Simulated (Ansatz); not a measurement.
Starting cell, GeO2 (rutile):

```xyz
6
Lattice="4.4875 0.0000 0.0000 0.0000 4.4875 0.0000 0.0000 0.0000 2.9050" Properties=species:S:1:pos:R:3 pbc="T T T"
Ge     0.0000     0.0000     0.0000
Ge     2.2438     2.2438     1.4525
O      1.3783     1.3783     0.0000
O      3.6221     0.8654     1.4525
O      0.8654     3.6221     1.4525
O      3.1092     3.1092     0.0000
```

In each cell atom 2 (Ge, nearest neighbour O at 1.899 Å; its periodic images, 2.9 Å or more away, move with it) moves by s·(1.000, 0.000, 0.000) (along Cartesian x), the rest being held.

All values below come from PBE (plane waves to 420 eV, PAW, scalar-relativistic; Ansatz, a first-principles code). k mesh 6×6×9 (Γ-centred), Fermi-Dirac smearing 0.05 eV. The energy includes the smearing's −TS. GeO2 was relaxed with its symmetry unable to fall. The zero of ΔE is the undisplaced structure.

| s (Å) | ΔE (meV/cell) |
|---|---|
| -0.570 | 3325 |
| -0.456 | 2208 |
| -0.342 | 1276 |
| -0.228 | withheld |
| -0.114 | 146 |
| 0.000 | 0 |
| 0.114 | 146 |
| 0.228 | withheld |
| 0.342 | 1276 |
| 0.456 | 2208 |
| 0.570 | 3325 |

Problem. Fit an even polynomial form (powers 2, 4) to the given rows and predict ΔE at s = 0.228.

Solution. Least squares on the 9 given rows: ΔE = (11300)·s² + (-3265)·s⁴, in meV/cell with s in Å; root-mean-square residual 1.0 meV/cell. At 0.228 the fit gives 579 meV/cell; the calculation gives 577 meV/cell, so the interpolation is off by 2 (+0.3 %). The quadratic term alone would give 587 meV/cell.

(A displaced cell: forces are minus the slopes of the energy, force constants its curvatures, and phonons follow from these.)
